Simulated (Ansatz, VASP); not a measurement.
# KCl in VASP and in Ansatz

The input INCAR:

```
SYSTEM = KCl
ALGO     = Normal         ! electronic algorithm
EDIFF    = 1E-6           ! SCF threshold, eV
ENCUT    = 520            ! plane-wave cutoff, eV
GGA      = PE             ! functional
ISIF     = 2              ! what is computed and relaxed
ISMEAR   = -1             ! smearing method
LASPH    = .True.         ! aspherical terms in the spheres
LCHARG   = .False.        ! write CHGCAR
LREAL    = .False.        ! projectors in reciprocal space
LWAVE    = .False.        ! write WAVECAR
NBANDS   = 15             ! bands
NELM     = 100            ! most SCF steps
PREC     = Accurate       ! precision mode
SIGMA    = 0.03           ! smearing width, eV
```

KPOINTS

```
k-points
0
Gamma
  7 7 7
  0 0 0
```

The input POSCAR:

```
KCl
1.0
    0.0000000000      3.0922197893      3.0922197893
    3.0922197893      0.0000000000      3.0922197893
    3.0922197893      3.0922197893      0.0000000000
K Cl
1 1
Direct
    0.0000000000      0.0000000000      0.0000000000
    0.5000000000      0.5000000000      0.5000000000
```

Input for Ansatz:

```yaml
crystal:
  lattice:
    - [0.0, 3.0922197893, 3.0922197893]
    - [3.0922197893, 0.0, 3.0922197893]
    - [3.0922197893, 3.0922197893, 0.0]
  atoms:
    - { symbol: K, position: [0.0, 0.0, 0.0] }
    - { symbol: Cl, position: [0.5, 0.5, 0.5] }
kpoints:
  mp_grid: { grid: [7, 7, 7] }
scf:
  occupations: { method: fermi_dirac, width: 0.03 }
hamiltonian:
  xc: pbe
  pseudopotentials: { kind: all_electron, lapw: { basis_error: 0.0005 } }
output:
  forces: true
  stress: true
  eigenvalues: true
```

Change from the starting cell: volume scaled by 0.9405.

Alike in both runs: task single point; functional PBE; k mesh 7 × 7 × 7; occupations fermi-dirac, width 0.03 eV; no spin polarisation.

|  | VASP | Ansatz |
| --- | --- | --- |
| version | VASP 6.6.1 | Ansatz 0.2.0 |
| potentials or method | VASP PAW PBE potentials, release 64 (K_sv, Cl) | all-electron LAPW, scalar-relativistic |
| plane-wave cutoff (eV) | 520 | see its input |

|  | VASP | Ansatz | Ansatz less VASP |
| --- | --- | --- | --- |
| gap on the k mesh at the Fermi level (eV) | 5.37 | 5.37 | +0.002 |
| pressure (GPa) | 2.0 | 1.9 | -0.04 |

Ansatz ran all-electron here, so the differences hold the error of VASP's frozen core and of both bases.
